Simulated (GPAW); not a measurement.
# PtS2 (P-3m1) in GPAW: settings compared, part 2 of 2

GPAW 26.7.0. The steps go on from the part before.

## Step 5: Single point, TB-mBJ

run.py

```python
from ase import Atoms
from ase.dft.bandgap import bandgap
from ase.io import write
from gpaw import GPAW, PW

atoms = Atoms(['Pt', 'S', 'S'],
              cell=[[3.5432, 0.0, 0.0],
                    [-1.7716, 3.0685012107, 0.0],
                    [0.0, 0.0, 5.0388]],
              scaled_positions=[[0.0, 0.0, 0.0],
                                [0.6666666667, 0.3333333333, 0.773],
                                [0.3333333333, 0.6666666667, 0.227]],
              pbc=True)

calc = GPAW(mode=PW(600),
            xc='TB09',
            kpts={'size': (8, 8, 4), 'gamma': True},
            occupations={'name': 'fermi-dirac', 'width': 0.05},
            nbands=26,
            convergence={'density': 1e-05, 'energy': 1e-05},
            eigensolver='cg',
            maxiter=150,
            txt='gpaw.txt')
atoms.calc = calc
energy = atoms.get_potential_energy()
calc.write('gs.gpw')
write('result.traj', atoms)
print('Fermi level:', round(calc.get_fermi_level(), 4), 'eV')
print(f'Gap: {bandgap(calc)[0]:.4f} eV, direct: {bandgap(calc, direct=True)[0]:.4f} eV')
```

Potentials or basis: GPAW PAW data sets for LDA (gpaw-data 1.2.1), pw.

Command:

```sh
OMP_NUM_THREADS=1 python run.py
```

Wall time 59 s (1 thread of Intel Xeon 6975P-C (Granite Rapids), shared host); peak memory 0.33 GiB.

Results (log left out):

- Band gap on the k mesh: 1.29 eV, indirect (least direct gap 1.43 eV)

Levels at points of the mesh, in eV from the valence-band top:
```tsv
k point	band 11	band 12	band 13	band 14	band 15	band 16	band 17	band 18
(0.00, 0.00, 0.00)	-1.75	-1.13	-1.13	0.00	2.71	2.71	5.43	6.83
(0.00, 0.00, 0.50)	-2.24	-1.30	-1.30	-0.87	3.17	3.17	6.08	7.96
(0.50, 0.50, 0.00)	-3.31	-3.23	-2.84	-2.28	2.08	3.09	6.03	7.25
(0.50, 0.50, 0.50)	-3.25	-3.02	-2.67	-1.33	2.38	2.61	6.01	6.52
```

Caveat: a model potential gives levels but no total energy; the PAW data sets were made with another functional, which shifts forces and pressure a little; spin-orbit coupling is left out, which moves the levels of the heavy elements.

## Step 6: Hybrid scf, SCAN0

run.py

```python
import numpy as np
from ase.dft.bandgap import bandgap
from ase.io import read, write
from gpaw import GPAW, PW
from gpaw.xc import parametrizedxc

class ScaledMGGA(parametrizedxc.ParametrizedKernel):
    """Weighted sum of Libxc meta-GGA parts, named like '0.75_MGGA_X_..+1.0_MGGA_C_..'."""
    def __init__(self, name):
        super().__init__(name)
        self.type = 'MGGA'

    def calculate(self, e_g, n_sg, dedn_sg, sigma_xg, dedsigma_xg, tau_sg, dedtau_sg):
        e_g[:] = dedsigma_xg[:] = dedtau_sg[:] = 0.0
        for kernel, c in zip(self.kernels, self.coefs):
            e, v, s, t = [np.zeros_like(x) for x in [e_g, dedn_sg, dedsigma_xg, dedtau_sg]]
            kernel.calculate(e, n_sg, v, sigma_xg, s, tau_sg, t)
            e_g += c * e
            dedn_sg += c * v
            dedsigma_xg += c * s
            dedtau_sg += c * t

parametrizedxc.ParametrizedKernel = ScaledMGGA

atoms = read('PtS2.xyz')

calc = GPAW(mode=PW(450),
            xc={'name': '0.750_MGGA_X_SCAN+1.0_MGGA_C_SCAN', 'fraction': 0.25, 'omega': 0.0, 'backend': 'pw'},
            kpts={'size': (3, 3, 2), 'gamma': True},
            occupations={'name': 'fermi-dirac', 'width': 0.001},
            nbands=26,
            convergence={'density': 0.0001},
            maxiter=40,
            txt='gpaw.txt')
atoms.calc = calc
energy = atoms.get_potential_energy()
calc.write('gs.gpw')
write('result.traj', atoms)
print(f'Energy: {energy:.6f} eV')
print('Fermi level:', round(calc.get_fermi_level(), 4), 'eV')
print(f'Gap: {bandgap(calc)[0]:.4f} eV, direct: {bandgap(calc, direct=True)[0]:.4f} eV')
```

PtS2.xyz

```xyz
3
Lattice="3.5432000000 0.0000000000 0.0000000000 -1.7716000000 3.0685012107 0.0000000000 0.0000000000 0.0000000000 5.0388000000" Properties=species:S:1:pos:R:3 pbc="T T T"
Pt     0.0000000000      0.0000000000      0.0000000000
S      1.7716000002      1.0228337368      3.8949924000
S     -0.0000000002      2.0456674739      1.1438076000
```

Potentials or basis: GPAW PAW data sets (gpaw-data 1.2.1), pw.

Command:

```sh
OMP_NUM_THREADS=1 python run.py
```

gpaw.txt:

```text
__  _  _
 | _ |_)|_||  |
 |__||  | ||/\| - 26.7.0

Input parameters:
  mode=PW(ecut=450.00000000000006),
  convergence={'density': 0.0001},
  kpts=MonkhorstPack(size=(3, 3, 2), gamma=True),
  maxiter=40,
  nbands=26,
  occupations=Occupations(name='fermi-dirac', width=0.001),
  xc=XC(name='0.750_MGGA_X_SCAN+1.0_MGGA_C_SCAN', fraction=0.25, omega=0.0, backend='pw')

Diagonalizing LCAO Hamiltonian
Converting LCAO to pw mode

            S

         S

       Pt

Atoms  # Å, Bohr magnetons
|   | symbol |         x |        y |        z |    initial magnetic moments |
|---|--------|-----------|----------|----------|-----------------------------|
| 0 |     Pt |  0.000000 | 0.000000 | 0.000000 | ( 0.0000,  0.0000,  0.0000) |
| 1 |      S |  1.771600 | 1.022834 | 3.894992 | ( 0.0000,  0.0000,  0.0000) |
| 2 |      S | -0.000000 | 2.045667 | 1.143808 | ( 0.0000,  0.0000,  0.0000) |

Unit cell  # Å
| periodic |         x |        y |        z |  lengths |     angles |
|----------|-----------|----------|----------|----------|------------|
|      yes |  3.543200 | 0.000000 | 0.000000 | 3.543200 |  90.000000 |
|      yes | -1.771600 | 3.068501 | 0.000000 | 3.543200 |  90.000000 |
|      yes |  0.000000 | 0.000000 | 5.038800 | 5.038800 | 120.000000 |

Number of symmetries: 12
Symmetry operations  # r_c * U_cc + t_c -> r_c
|    | kind |            matrix            |
|----|------|------------------------------|
|  0 |  σ   |  1, 1, 0,  0,-1, 0,  0, 0, 1 |
|  1 |  S6  |  1, 1, 0, -1, 0, 0,  0, 0,-1 |
|  2 |  E   |  1, 0, 0,  0, 1, 0,  0, 0, 1 |
|  3 |  C2  |  1, 0, 0, -1,-1, 0,  0, 0,-1 |
|  4 |  C2  |  0, 1, 0,  1, 0, 0,  0, 0,-1 |
|  5 |  C3  |  0, 1, 0, -1,-1, 0,  0, 0, 1 |
|  6 |  S6  |  0,-1, 0,  1, 1, 0,  0, 0,-1 |
|  7 |  σ   |  0,-1, 0, -1, 0, 0,  0, 0, 1 |
|  8 |  σ   | -1, 0, 0,  1, 1, 0,  0, 0, 1 |
|  9 |  i   | -1, 0, 0,  0,-1, 0,  0, 0,-1 |
| 10 |  C3  | -1,-1, 0,  1, 0, 0,  0, 0, 1 |
| 11 |  C2  | -1,-1, 0,  0, 1, 0,  0, 0,-1 |

BZ-sampling:
  Number of BZ points: 18
  Number of IBZ points: 6

  Monkhorst-Pack size: [3, 3, 2]
  Monkhorst-Pack shift: [0.0, 0.0, 0.25]

K-points  # in reciprocal-cell coordinates
|   |                                coordinates |     weight |
|---|--------------------------------------------|------------|
| 0 | (  0.00000000,   0.00000000,   0.00000000) | 0.05555556 |
| 1 | (  0.00000000,   0.00000000,   0.50000000) | 0.05555556 |
| 2 | (  0.33333333,   0.00000000,   0.00000000) | 0.33333333 |
| 3 | (  0.33333333,   0.00000000,   0.50000000) | 0.33333333 |
| 4 | (  0.33333333,   0.33333333,   0.00000000) | 0.11111111 |
| 5 | (  0.33333333,   0.33333333,   0.50000000) | 0.11111111 |

Plane wave coefficients: 1206
Cutoff: 450.00000000000006 eV

Spin-components: 1 (collinear spins)
Bands:           26
Projectors:      16
Spin-degeneracy: 2
Datatype:        complex128

Parallelization:
  kpt:    1
  domain: 1
  band:   1

Density:
  Valence electrons: 28.0
  Components: 1
  Grid points: [18 18 25]
  Charge: 0.0  # |e|

Potential:
  Grid points: [18 18 25]

species:
  Pt:
    name:    Platinum
    Z:       78.0
    valence: 16
    core:    62
    charge:  0.0  # [|e|]
    compensation charges:
      type: gauss
      rc: 0.41  # [Å]
      lmax: 2
    cutoffs:
      filter: 2.26  # [Å]
      core: 2.26  # [Å]
    projectors
    | kind |    occ | energy [eV] | rcut [Å] |
    |------|--------|-------------|----------|
    |   6s |  1.000 |      -5.628 |    1.307 |
    |   5p |  6.000 |     -56.051 |    1.371 |
    |   6p |  0.000 |      -0.845 |    1.371 |
    |   5d |  9.000 |      -6.153 |    1.307 |
    |    s |        |      21.583 |    1.307 |
    |    d |        |      21.058 |    1.307 |

    Using partial waves for Pt as LCAO basis

  S:
    name:    Sulfur
    Z:       16.0
    valence: 6
    core:    10
    charge:  0.0  # [|e|]
    compensation charges:
      type: gauss
      rc: 0.24  # [Å]
      lmax: 2
    cutoffs:
      filter: 1.77  # [Å]
      core: 1.66  # [Å]
    projectors
    | kind |    occ | energy [eV] | rcut [Å] |
    |------|--------|-------------|----------|
    |   3s |  2.000 |     -17.254 |    0.974 |
    |   3p |  4.000 |      -7.008 |    0.979 |
    |    s |        |       9.957 |    0.974 |
    |    p |        |      20.203 |    0.979 |
    |    d |        |       0.000 |    0.900 |

    Using partial waves for S as LCAO basis

Reference energy: -522090.602563  # eV

eigensolver:
  PPCG
  Converge bands: occupied
  niter=2

density mixing:
  MSR1-Mixer
  Pratt-step length: 0.05
  Maximum mixing coefficient: 0.75
  Old densities: 10
  SVD Regularization: 0.005
  Good broyden scale: 1.0
  Trust region scale: 1.0
  Backstep threshold: 4.0
  History deletion threshold: 6.0
  Fourier metric: weight=20.0, sigma=0.015

occupation numbers:
  Fermi-Dirac:
    width: 0.0010  # eV

poisson solver:
  ecut: 3600.0000000000005  # eV

xc functional:
  name: 0.750_MGGA_X_SCAN+1.0_MGGA_C_SCAN with 2 nearest neighbor stencil

convergence criteria:
- Maximum integral of absolute [dens]ity change: 0.0001 electrons / valence electron
- Maximum [total energy] change in last 3 cyles: 0.0005 eV / valence electron
- Maximum integral of absolute [eigenst]ate change: 4e-08 eV^2 / valence electron
maximum number of iterations: 40

IBZ(<points: 6, symmetries: 12>)
Occupied bands: 14
SCF iterations
|iter     | |      energy | eigst |  dens |
|---------|-|-------------|-------|-------|
|iter:   1| |-2735.356810 | +0.31 |       |
|iter:   2| |  -55.069992 | -0.59 | -1.12 |
|iter:   3| |  -54.132613 | -1.81 | -1.10 |
|iter:   4| |  -54.177251 | -1.85 | -1.29 |
|iter:   5| |  -54.144145 | -3.16 | -1.46 |
|iter:   6| |  -54.195512 | -2.14 | -1.53 |
|iter:   7| |  -54.132496 | -2.77 | -1.57 |
|iter:   8| |  -54.034496 | -2.30 | -1.73 |
|iter:   9| |  -54.067807 | -3.44 | -2.35 |
|iter:  10| |  -54.049358 | -3.51 | -2.14 |
|iter:  11| |  -54.052444 | -3.91 | -2.84 |
|iter:  12| |  -54.051811c| -4.42 | -2.79 |
|iter:  13| |  -54.052231c| -4.96 | -3.32 |
|iter:  14| |  -54.052095c| -6.18 | -2.94 |
|iter:  15| |  -54.051819c| -5.60 | -2.98 |
|iter:  16| |  -54.051801c| -5.88 | -3.28 |
|iter:  17| |  -54.051803c| -6.13 | -3.67 |
|iter:  18| |  -54.051812c| -7.26 | -4.39c|
|iter:  19| |  -54.051812c| -8.23c| -4.10c|

Converged in 19 steps
Energy contributions relative to reference atoms: (reference = -522090.602563)

Energy contributions:
  Kinetic:          -2.257978
  Coulomb:           1.154157
  Zero:             -0.614596
  External:          0.000000
  Xc:             2665.208801
  Entropy:          -0.000000
  Spinorbit:         0.000000
  Hybrid_Xc_Cc:     -2589.499164
  Hybrid_Xc_Vc:       -46.275648
  Hybrid_Xc_Vv:       -81.767384
  ----------------------------
  Free energy:     -54.051812
  Extrapolated:    -54.051812

dipole moment: (-6.174883, -10.695211, -17.562656)  # |e|*Ang

Fermi level: 8.772
Eigenvalues  # (at kpt = [0.000, 0.000, 0.000])
| band index |      eig [eV] | occ [0-2] |
|------------|---------------|-----------|
|          0 |       -51.628 |     2.000 |
|        ... |               |           |
|          6 |        -1.587 |     2.000 |
|          7 |        -1.573 |     2.000 |
|          8 |         1.248 |     2.000 |
|          9 |         1.314 |     2.000 |
|         10 |         3.843 |     2.000 |
|         11 |         5.166 |     2.000 |
[... 8 lines left out ...]
|         20 |        20.760 |     0.000 |
|         21 |        21.456 |     0.000 |
|        ... |               |           |
|         25 |        22.848 |     0.000 |

Gap: 2.557 eV
Transition (v -> c):
  (s=0, k=0, n=13, [0.00, 0.00, 0.00]) -> (s=0, k=4, n=14, [0.33, 0.33, 0.00])
Direct/indirect transitions are different
Direct gap: 4.003 eV
Transition at: (s=0, k=0, n=13, [0.00, 0.00, 0.00])
# Writing to gs.gpw (mode='')
```

Wall time 47 min (1 thread of Intel Xeon at 2.50GHz (Skylake/Cascade Lake), shared host); peak memory 0.34 GiB.

The run converged, but some of its settings lie outside the range that counts as converged, so its numbers aren't taken as properties of the crystal.

What came out:

```yaml
Free_energy: -54.0518 eV
Band_gap_on_the_k_mesh: 2.56 eV, indirect (least direct gap 4.00 eV)
```

Caveat: the k mesh is coarse (spacing up to 0.68 Å⁻¹), so the values aren't converged, least of all with exact exchange; exact exchange converges slowly with the k mesh, and this mesh is small; the scaled meta-GGA exchange is a class typed in the script; the PAW data sets were made with another functional, which shifts forces and pressure a little; spin-orbit coupling is left out, which moves the levels of the heavy elements; an odd mesh through Γ misses points on the zone boundary, where band edges often lie.

## Step 7: The reference run

An earlier run on the cell as given: functional PBEsol; potentials or basis PAW data sets generated in the run's folder for this functional; cutoff 600 eV; basis pw; k mesh 9 × 9 × 5; occupations fermi-dirac, width 0.05 eV; no spin polarisation.

- Pressure: 6.4 GPa
- Largest force: 0.969 eV/Å
- Band gap on the k mesh: 0.93 eV, indirect (least direct gap 0.97 eV)

## Step 8: Overview

```tsv
task	level	potentials or basis	spin	k mesh	cutoff (eV)	smearing	band path	band points	spin axis theta (degrees)	spin axis phi (degrees)	soc after scf	gap on the mesh (eV)	pressure (GPa)	largest force (eV/Å)
band structure	PBEsol	PAW data sets generated in the run's folder for this functional, pw	off	9 × 9 × 5	600	fermi-dirac 0.05 eV	GMKGALHA,LM,KH	60	-	-	-	0.93	6.4	0.97
band structure	PBEsol	PAW data sets generated in the run's folder for this functional, pw	SOC, no magnetisation	9 × 9 × 5	600	fermi-dirac 0.05 eV	GMKGALHA,LM,KH	60	54.7	45	second variation	0.88	6.4	0.97
dielectric tensor	LDA	the program's PAW data sets (release 1.2.1) made for this functional, pw	off	7 × 7 × 4	450	fermi-dirac 0.001 eV	-	-	-	-	-	0.70	-	-
single point	TB-mBJ	GPAW PAW data sets for LDA (gpaw-data 1.2.1), pw	off	8 × 8 × 4	600	fermi-dirac 0.05 eV	-	-	-	-	-	1.29	-	-
single point	PBEsol	PAW data sets generated in the run's folder for this functional, pw	off	9 × 9 × 5	600	fermi-dirac 0.05 eV	-	-	-	-	-	0.93	6.4	0.97
```

Alike in all rows: cell as given.

Caveats: spin-orbit coupling is left out, which moves the levels of the heavy elements (some runs); an odd mesh through Γ misses points on the zone boundary, where band edges often lie (some runs); spin-orbit coupling was added after a scalar SCF, so levels and gaps hold it while energy, forces, pressure and moments don't (some runs); this program's spin-orbit splittings come out too wide for heavy elements (some runs); the gap is small at this level, which inflates the dielectric constant (some runs); the long-wavelength limit can be off by several per cent where d states take part (some runs); a model potential gives levels but no total energy (some runs).

Absolute energies hang on the potentials; compare differences alone.
